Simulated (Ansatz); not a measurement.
input.yaml

```yaml
crystal:
  lattice:
    - [4.086542907, 0.0, 0.0]
    - [-2.0432714535, 3.5390499711, 0.0]
    - [0.0, 0.0, 4.9538713773]
  atoms:
    - { symbol: Al, position: [0.0, 0.0, 0.0] }
    - { symbol: Al, position: [0.3333333333, 0.6666666667, 0.649015843] }
    - { symbol: Al, position: [0.6666666667, 0.3333333333, 0.350984157] }
    - { symbol: Ni, position: [0.3333333333, 0.6666666667, 0.145730844] }
    - { symbol: Ni, position: [0.6666666667, 0.3333333333, 0.854269156] }
basis:
  ecutwfc: 500
kpoints:
  mp_grid: { grid: [12, 12, 8] }
hamiltonian:
  xc: r2scan
scf:
  occupations: { method: gaussian, width: 0.1 }
output:
  forces: true
  stress: true
  eigenvalues: true
relax:
  adjacent_minimum: "off"
  f_tol: 0.01
  max_steps: 30
  cell: { stress_tol: 0.1, fix: [volume] }
```

Launched with
```bash
ansatz run input.yaml --threads 1 --pin off --max-ram 2560MiB --backend cpu --events-out ev --progress --plain --runs-dir out
```

Theory: DFT r2SCAN, scalar-relativistic, plane waves, PAW in Ansatz.

From the run's log, abridged:

```
Pseudopotentials: kind: paw
Pseudopotential: Al, paw, valence charge 3, recommended cutoff 500 eV (meta_gga)
Pseudopotential: Ni, paw, valence charge 18, recommended cutoff 500 eV (meta_gga)
Functional definition: r2SCAN
Crystal: 5 atoms, lattice volume = 71.645 Å³
Basis set: ecut = 500 eV, 1849 PW (Γ), exchange–correlation on 120×120×160 points (64 copies of the dense FFT grid, shifted against one another)
Bands: 28, of which v1, the nominal top of the filled ones, is band 23 counted from 1 (22 counted from 0)
Symmetry: 12 space group operations
Space group: P-3m1 (ITA 164), of the structure as read, at distance tolerance 4.2e-5 Å
k-points: 131 of 1152
Initial density: superposition of atomic densities (neutral atoms: chi_scale 0, normalization atom), corrected by the library's trained network
Initial wavefunctions: pseudopotential atomic-orbital guess
Functional: x = r2scan, c = r2scan; τ floored in thin density (d = 2e-4 eV/Å³)
SCF iter   1: F=—  HF=-13314.851785 eV  |F-HF|=—  |Δ(HF+E_count)|=         —  Δρ=2.89e-2  dr2=5.37e-1  dr2_τ=1.15e-1  ethr=1.77e-3  ⟨swp⟩=6.2  Hψ=16723  notcnv=0
SCF iter   2: F=—  HF=-13315.002338 eV  |F-HF|=—  |Δ(HF+E_count)|=   1.51e-1  Δρ=3.57e-2  dr2=5.34e-1  dr2_τ=3.05e-3  ethr=1.19e-3  ⟨swp⟩=3.0  Hψ=7267  notcnv=0  defer=155
SCF iter   3: F=—  HF=-13314.929030 eV  |F-HF|=—  |Δ(HF+E_count)|=   7.33e-2  Δρ=3.31e-3  dr2=9.69e-3  dr2_τ=1.01e-4  ethr=1.19e-3  ⟨swp⟩=2.1  Hψ=5283  notcnv=0  defer=155
SCF iter   4: F=—  HF=-13314.924703 eV  |F-HF|=—  |Δ(HF+E_count)|=   4.33e-3  Δρ=3.08e-3  dr2=3.83e-3  dr2_τ=2.74e-5  ethr=2.15e-5  ⟨swp⟩=2.1  Hψ=7355  notcnv=0  defer=155
SCF iter   5: F=—  HF=-13314.924848 eV  |F-HF|=—  |Δ(HF+E_count)|=   1.45e-4  Δρ=6.50e-4  dr2=3.08e-4  dr2_τ=2.61e-5  ethr=8.52e-6  ⟨swp⟩=2.3  Hψ=6186  notcnv=0  defer=155
SCF iter   6: F=—  HF=-13314.924856 eV  |F-HF|=—  |Δ(HF+E_count)|=   7.84e-6  Δρ=9.67e-4  dr2=4.08e-4  dr2_τ=2.20e-6  ethr=6.83e-7  ⟨swp⟩=2.0  Hψ=5209  notcnv=0  defer=155
SCF iter   7: F=—  HF=-13314.924894 eV  |F-HF|=—  |Δ(HF+E_count)|=   3.80e-5  Δρ=8.06e-5  dr2=6.61e-6  dr2_τ=5.72e-8  ethr=6.83e-7  ⟨swp⟩=2.3  Hψ=5047  notcnv=0  defer=155
SCF iter   8: F=—  HF=-13314.924896 eV  |F-HF|=—  |Δ(HF+E_count)|=   1.87e-6  Δρ=3.69e-5  dr2=1.22e-6  dr2_τ=1.18e-8  ethr=1.47e-8  ⟨swp⟩=2.5  Hψ=5912  notcnv=0  defer=155
SCF iter   9: F=-13314.924896 eV  HF=-13314.924896 eV  |F-HF|=5.55e-8  |Δ(HF+E_count)|=   2.59e-8  Δρ=1.03e-5  dr2=9.86e-8  dr2_τ=2.44e-9  ethr=2.22e-10  ⟨swp⟩=8.6  Hψ=19170  notcnv=0
SCF 1 converged in 9 iterations: F = -13314.924896 eV  dr2 = 9.86e-8
relax step   1: F+E_penalty+E_count = -13314.92489578 eV  Δ(F+E_penalty+E_count) = +0.000e0 eV  max|allowed force component| = 4.328e-2 eV/Å  Δτ_max = 0.0000 Å  P = -7.510 GPa  Ω = 71.645 Å³  fix = [volume]  reactions: volume -7.510 GPa (9 SCF iters, dr2 threshold 1.00e-7 eV, accepted)
Initial density: handed on by an earlier stage of this run
Initial wavefunctions: those handed on with the density
SCF iter   1: F=—  HF=-13314.925054 eV  |F-HF|=—  |Δ(HF+E_count)|=         —  Δρ=1.92e-4  dr2=6.21e-5  dr2_τ=4.70e-5  ethr=1.37e-7  ⟨swp⟩=2.1  Hψ=17614  notcnv=0
SCF iter   2: F=—  HF=-13314.925077 eV  |F-HF|=—  |Δ(HF+E_count)|=   2.35e-5  Δρ=1.91e-4  dr2=2.38e-5  dr2_τ=2.10e-7  ethr=1.37e-7  ⟨swp⟩=2.1  Hψ=5572  notcnv=0
SCF iter   3: F=—  HF=-13314.925077 eV  |F-HF|=—  |Δ(HF+E_count)|=   6.23e-8  Δρ=2.38e-4  dr2=3.95e-5  dr2_τ=1.17e-7  ethr=5.28e-8  ⟨swp⟩=2.0  Hψ=5287  notcnv=0
SCF iter   4: F=—  HF=-13314.925072 eV  |F-HF|=—  |Δ(HF+E_count)|=   4.97e-6  Δρ=2.70e-5  dr2=1.16e-6  dr2_τ=2.12e-8  ethr=5.28e-8  ⟨swp⟩=2.0  Hψ=4772  notcnv=0
SCF iter   5: F=—  HF=-13314.925072 eV  |F-HF|=—  |Δ(HF+E_count)|=   2.09e-7  Δρ=1.85e-5  dr2=1.52e-7  dr2_τ=3.98e-9  ethr=2.57e-9  ⟨swp⟩=2.0  Hψ=5315  notcnv=0
SCF iter   6: F=-13314.925072 eV  HF=-13314.925072 eV  |F-HF|=6.71e-9  |Δ(HF+E_count)|=   1.52e-8  Δρ=5.58e-6  dr2=2.00e-8  dr2_τ=1.10e-10  ethr=2.60e-10  ⟨swp⟩=4.8  Hψ=13200  notcnv=0
SCF 2 converged in 6 iterations: F = -13314.925072 eV  dr2 = 2.00e-8
relax step   2: F+E_penalty+E_count = -13314.92507223 eV  Δ(F+E_penalty+E_count) = -1.765e-4 eV  max|allowed force component| = 2.164e-2 eV/Å  Δτ_max = 0.0019 Å  P = -7.491 GPa  Ω = 71.645 Å³  energy of the carried Pulay correction = +9.209e-17 eV  fix = [volume]  reactions: volume -7.491 GPa (6 SCF iters, dr2 threshold 1.17e-7 eV, accepted)
SCF iter   1: F=—  HF=-13314.924968 eV  |F-HF|=—  |Δ(HF+E_count)|=         —  Δρ=2.60e-4  dr2=1.27e-4  dr2_τ=2.67e-4  ethr=2.91e-7  ⟨swp⟩=1.9  Hψ=15199  notcnv=0
SCF iter   2: F=—  HF=-13314.925140 eV  |F-HF|=—  |Δ(HF+E_count)|=   1.72e-4  Δρ=2.14e-4  dr2=3.68e-5  dr2_τ=5.21e-7  ethr=2.83e-7  ⟨swp⟩=2.0  Hψ=6396  notcnv=0
SCF iter   3: F=—  HF=-13314.925140 eV  |F-HF|=—  |Δ(HF+E_count)|=   4.66e-7  Δρ=3.60e-4  dr2=8.08e-5  dr2_τ=2.12e-7  ethr=8.18e-8  ⟨swp⟩=2.2  Hψ=5637  notcnv=0  recentre
SCF iter   4: F=—  HF=-13314.925131 eV  |F-HF|=—  |Δ(HF+E_count)|=   9.24e-6  Δρ=4.31e-5  dr2=3.33e-6  dr2_τ=8.41e-8  ethr=8.18e-8  ⟨swp⟩=2.0  Hψ=4958  notcnv=0
SCF iter   5: F=—  HF=-13314.925133 eV  |F-HF|=—  |Δ(HF+E_count)|=   1.89e-6  Δρ=2.79e-5  dr2=3.58e-7  dr2_τ=3.46e-9  ethr=7.39e-9  ⟨swp⟩=2.0  Hψ=5300  notcnv=0
SCF iter   6: F=-13314.925132 eV  HF=-13314.925132 eV  |F-HF|=2.24e-9  |Δ(HF+E_count)|=   7.18e-8  Δρ=5.99e-6  dr2=2.52e-8  dr2_τ=4.02e-10  ethr=6.50e-11  ⟨swp⟩=4.0  Hψ=16834  notcnv=0
SCF 3 converged in 6 iterations: F = -13314.925132 eV  dr2 = 2.52e-8
relax step   3: F+E_penalty+E_count = -13314.92513244 eV  Δ(F+E_penalty+E_count) = -6.021e-5 eV  max|allowed force component| = 8.499e-4 eV/Å  Δτ_max = 0.0016 Å  P = -7.473 GPa  Ω = 71.645 Å³  energy of the carried Pulay correction = +3.683e-16 eV  fix = [volume]  reactions: volume -7.473 GPa (6 SCF iters, dr2 threshold 2.93e-8 eV, accepted)
Initial wavefunctions: pseudopotential atomic-orbital guess (no wavefunctions were taken with the density)
SCF iter   1: F=—  HF=-13314.925131 eV  |F-HF|=—  |Δ(HF+E_count)|=         —  Δρ=5.82e-6  dr2=2.58e-8  dr2_τ=1.27e-9  ethr=6.88e-7  ⟨swp⟩=3.0  Hψ=25699  notcnv=0
SCF iter   2: F=—  HF=-13314.925134 eV  |F-HF|=—  |Δ(HF+E_count)|=   2.95e-6  Δρ=3.63e-6  dr2=1.08e-8  dr2_τ=3.17e-10  ethr=5.74e-11  ⟨swp⟩=3.0  Hψ=9100  notcnv=0
SCF iter   3: F=—  HF=-13314.925134 eV  |F-HF|=—  |Δ(HF+E_count)|=   6.14e-9  Δρ=8.67e-6  dr2=4.09e-8  dr2_τ=9.40e-11  ethr=2.41e-11  ⟨swp⟩=2.0  Hψ=6319  notcnv=0  recentre
SCF iter   4: F=—  HF=-13314.925134 eV  |F-HF|=—  |Δ(HF+E_count)|=   4.43e-9  Δρ=1.51e-6  dr2=1.64e-9  dr2_τ=2.27e-10  ethr=2.41e-11  ⟨swp⟩=2.3  Hψ=5650  notcnv=0
SCF iter   5: F=—  HF=-13314.925134 eV  |F-HF|=—  |Δ(HF+E_count)|=  1.40e-10  Δρ=1.25e-6  dr2=8.58e-10  dr2_τ=3.85e-12  ethr=3.64e-12  ⟨swp⟩=1.0  Hψ=3668  notcnv=0
SCF iter   6: F=-13314.925134 eV  HF=-13314.925134 eV  |F-HF|=3.46e-11  |Δ(HF+E_count)|=  5.82e-11  Δρ=3.49e-7  dr2=7.21e-11  dr2_τ=5.12e-13  ethr=1.00e-12  ⟨swp⟩=3.3  Hψ=16919  notcnv=0
SCF 4 converged in 6 iterations: F = -13314.925134 eV  dr2 = 7.21e-11
SCF converged after 6 iterations
Free energy (F): -13314.925134 eV
Harris-Foulkes:  -13314.925134 eV  (|F-HF|=3.46e-11)
Internal energy: -13314.919133 eV  (E = F + TS)
E sigma→0 (E₀):  -13314.922134 eV
Entropy (-TS):   -0.006001 eV (-1.200 meV/atom)
Fermi energy:    10.438557 eV
--- Per-component energies (eV) ---
  E_band       = -839.317046
  E_kinetic    = 639.577731
  E_local      = -10404.559472  (includes V_loc(G=0)·N_el)
  E_nonlocal   = 1307.612084
  E_hartree    = 4531.524321
  E_xc         = -269.401145
  E_vxc        = -330.891660  (∫ρ·V_xc dr)
  E_paw        = -4709.961282  (= ΣΔE_a)
  E_vpaw       = -1136.086141  (= ΣTr[D̂ρ^β])
  E_aug_tail   = 0.000459  (compensation charges beyond the density's cutoff)
  E_vtau       = 21.982355  (kinetic-family band-sum trace: ∫τ·v_τ [+ j·A + Jᵃ·Aᵃ] dr)
  E_ewald      = -4408.931368
  E_core_change = -0.780461  (= ΣΔE_core)
  E_smearing   = -0.006001  (= −TS)
--- Forces (eV/Å), atoms counted from 1 ---
  atom   1  Al     0.00000000     0.00000000     0.00000000
  atom   2  Al     0.00000000     0.00000000    -0.00057637
  atom   3  Al     0.00000000     0.00000000     0.00057637
  atom   4  Ni     0.00000000     0.00000000    -0.00077669
  atom   5  Ni     0.00000000     0.00000000     0.00077669
--- Stress (GPa, compression-positive) ---
       -7.472439       0.000000       0.000000
        0.000000      -7.472439       0.000000
        0.000000       0.000000      -7.475778
  P = ⅓ Tr σ = -7.4736 GPa (-74.736 kbar)
--- Band table (eV; the first three rows and the last of 131) ---
  k-point 0: bands = ["-96.4513", "-96.4472", "-55.4027", "-55.3907", "-55.3661", "-55.3661", "-55.3483", "-55.3483", "-0.2942", "5.1982", "5.5937", "6.9488", "6.9488", "7.5933", "7.5933", "8.4115", "8.4115", "8.7525", "8.8592", "8.8592", "9.2136", "11.6732", "11.6732", "13.5898", "13.5898", "15.0735", "15.1445", "17.5288"]
  k-point 1: bands = ["-96.4513", "-96.4472", "-55.4027", "-55.3908", "-55.3661", "-55.3661", "-55.3483", "-55.3483", "-0.1973", "4.3362", "6.2154", "6.9354", "6.9354", "7.5788", "7.5788", "8.4400", "8.4400", "8.6103", "8.8652", "8.8652", "9.7845", "11.7802", "11.7802", "13.6314", "13.6314", "15.0263", "15.2289", "16.6608"]
  k-point 2: bands = ["-96.4513", "-96.4472", "-55.4027", "-55.3908", "-55.3661", "-55.3661", "-55.3483", "-55.3483", "0.0878", "3.2770", "6.6670", "6.9043", "6.9043", "7.5444", "7.5444", "8.5200", "8.5207", "8.5207", "8.8646", "8.8646", "11.0251", "12.0975", "12.0975", "13.7379", "13.7379", "14.9625", "15.4039", "15.5846"]
  k-point 130: bands = ["-96.4492", "-96.4492", "-55.3991", "-55.3991", "-55.3689", "-55.3550", "-55.3550", "-55.3458", "4.5557", "4.7271", "4.7271", "5.1882", "5.1882", "6.1299", "7.8438", "7.8438", "7.9992", "8.5794", "8.6926", "8.6926", "8.8588", "9.1332", "9.1332", "10.4038", "16.5171", "17.2549", "17.2549", "18.5732"]
--- Relaxed structure (3 steps of the walk, 3 accepted, 1 SCFs on fresh bases) ---
  F+E_penalty+E_count = -13314.92513378 eV   max|allowed force component| = 7.767e-4 eV/Å   (the final SCF, on the basis selected at the relaxed cell)
  cell:  # Å, volume = 71.6453 Å³
    - [4.08779520, 0.0, 0.0]
    - [-2.04389760, 3.54013449, 0.0]
    - [0.0, 0.0, 4.95083659]
  atoms:
    - { symbol: Al, position: [0.0, 0.0, 0.0] }
    - { symbol: Al, position: [0.33333333, 0.66666666, 0.64963470] }
    - { symbol: Al, position: [0.66666666, 0.33333333, 0.35036529] }
    - { symbol: Ni, position: [0.33333333, 0.66666666, 0.14529217] }
    - { symbol: Ni, position: [0.66666666, 0.33333333, 0.85470782] }
```

The relaxation met its thresholds.

It took 3.8 min on 1 thread of Intel(R) Xeon(R) Processor @ 2.50GHz (Skylake/Cascade Lake) (shared host), peak memory 0.72 GiB.